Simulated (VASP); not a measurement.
A run of VASP 6.6.1 is set up as follows.

INCAR

```
SYSTEM = SnO
  PREC = Accurate
  ENCUT = 600
  EDIFF = 1E-6
  ISMEAR = 0
  SIGMA = 0.03
  LREAL = .False.
  LASPH = .True.
  NELM = 80
  ALGO = Normal
  ISIF = 3
  LWAVE = .False.
  LCHARG = .False.
  GGA = PE
  IVDW = 12
  IBRION = 2
  NSW = 90
  EDIFFG = -0.01
  KPAR = 4
```

Contents of KPOINTS:

```
regular mesh
0
Gamma
  8 8 6
  0 0 0
```

POSCAR

```
SnO
1.0
    3.7986000000      0.0000000000      0.0000000000
    0.0000000000      3.7986000000      0.0000000000
    0.0000000000      0.0000000000      4.8408000000
Sn O
2 2
Direct
    0.5000000000      0.0000000000      0.2369000000
    0.0000000000      0.5000000000      0.7631000000
    0.0000000000      0.0000000000      0.0000000000
    0.5000000000      0.5000000000      0.0000000000
```

Potentials or basis: VASP PAW PBE potentials, release 64 (Sn_d, O).

Command:

```sh
$ cat potpaw_PBE.64/Sn_d/POTCAR potpaw_PBE.64/O/POTCAR > POTCAR
$ mpirun -np 4 vasp_std > vasp.out
```

**Question.** Predict the relaxed volume.

**Answer.** 17.39 Å³/atom.

**Question.** Predict the relaxed cell.

**Answer.** a = 3.835 Å, b = 3.835 Å, c = 4.728 Å, α = 90.00°, β = 90.00°, γ = 90.00°.

**Question.** What does it give for the space group after relaxing (to 0.05 Å)?

**Answer.** P4/nmm (No. 129).

Stress tensor (GPa, compression positive):
```
-0.04  0.00  0.00
 0.00 -0.04  0.00
 0.00  0.00  0.04
```

Caveat: pairwise dispersion overbinds metals, which lowers pressure and volume.
